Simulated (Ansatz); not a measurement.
# Na (Na (210), 6 layers): how the settings move a single-point run

How sensitive is a single-point run of Na (Na (210), 6 layers) to its settings? A reference run comes first, then one run with altered input.

Computed with Ansatz 0.2.0 (reference: DFT, PBE, all-electron LAPW, scalar-relativistic, unless a step's input says otherwise).

## Step 1: Starting point

Symmetry: C2/m, No. 12, monoclinic system. Conventional cell: a = 11.824 Å, b = 5.288 Å, c = 25.912 Å, α = 90.00°, β = 90.00°, γ = 90.00°. Na (site symmetry m) is surrounded by 6 Na at 3.74 Å. Around Na (site symmetry m) lie 9 Na at 3.74 Å. Na (site symmetry m) has 11 Na at 3.74 Å in its first shell of neighbours.

Coordinates:

```xyz
6
Lattice="6.4765 0.0000 0.0000 2.1588 4.8273 0.0000 0.0000 0.0000 25.9122" Properties=species:S:1:pos:R:3 pbc="T T T"
Na    1.6191    3.6205   10.0000
Na    2.6985    0.2414   11.1824
Na    5.9368    1.6896   12.3649
Na    2.6985    3.1377   13.5473
Na    5.9368    4.5859   14.7298
Na    0.5397    1.2068   15.9122
```

## Step 2: Baseline

File input.yaml:

```yaml
crystal:
  lattice:
    - [6.4765085789, 0.0, 0.0]
    - [2.158836193, 4.8273044797, 0.0]
    - [0.0, 0.0, 25.9122]
  atoms:
    - { symbol: Na, position: [0.0, 0.75, 0.3859182855] }
    - { symbol: Na, position: [0.4, 0.05, 0.4315509713] }
    - { symbol: Na, position: [0.8, 0.35, 0.4771836571] }
    - { symbol: Na, position: [0.2, 0.65, 0.5228163429] }
    - { symbol: Na, position: [0.6, 0.95, 0.5684490287] }
    - { symbol: Na, position: [0.0, 0.25, 0.6140817145] }
kpoints:
  mp_grid: { grid: [9, 9, 1] }
scf:
  occupations: { method: fermi_dirac, width: 0.1 }
hamiltonian:
  xc: pbe
  pseudopotentials: { kind: all_electron, lapw: { basis_error: 0.001 } }
output:
  forces: true
  stress: true
  eigenvalues: true
  populations: true
  dos: { projected: true, de: 0.2, e_range: [-14, 8] }
efield:
  axis: 3
  amplitude: 0
  dipole_correction: true
```

On the command line:

```console
$ ansatz run input.yaml --threads 2 --pin off --max-ram 4096MiB --backend cpu --events-out ev --progress --plain --runs-dir out
```

## Step 3: Changed: xc rpbe, dispersion d3bj

Edit input.yaml of step 2 so:

```diff
@@ -17,4 +17,5 @@
 hamiltonian:
-  xc: pbe
+  xc: rpbe
   pseudopotentials: { kind: all_electron, lapw: { basis_error: 0.001 } }
+  dispersion: d3bj
 output:
@@ -24,3 +25,2 @@
   populations: true
-  dos: { projected: true, de: 0.2, e_range: [-14, 8] }
 efield:
```

Before running it: what results should come out? Wanted: for each run, ending; energy change; gap; force.

As calculated:

| run | ending | energy change | gap (eV) | force (eV/Å) | cycles | time |
| --- | --- | --- | --- | --- | --- | --- |
| reference | converged | - | 0.00 | 0.07 | 8 | 14 s |
| 1: xc rpbe, dispersion d3bj | converged | not comparable | 0.00 | 0.50 | 9 | 16 s |

Times don't compare one to one where runs were asked for different outputs or read a saved state (see the inputs); cycles may leave out searches for a lower state.

Residual by cycle in the longest SCF loop of each run; runs are numbered as in the table. The quantity is the density residual dr2, in eV.

| cycle | reference | run 1 |
| --- | --- | --- |
| 1 | 2.22 | 2.32 |
| 2 | 0.87 | 0.946 |
| 3 | 0.0392 | 0.0483 |
| 4 | 0.00128 | 0.00207 |
| 5 | 5.3e-5 | 7.6e-5 |
| 6 | 3.1e-5 | 3.9e-5 |
| 7 | 4.4e-6 | 8.6e-6 |
| 8 | 5.3e-8 | 2.6e-7 |
| 9 | - | 2.6e-8 |

**Reading.** After a change of functional the difference of the totals has no physical meaning; the largest force goes from 0.07 to 0.50 eV/Å. The dispersion term changed too.
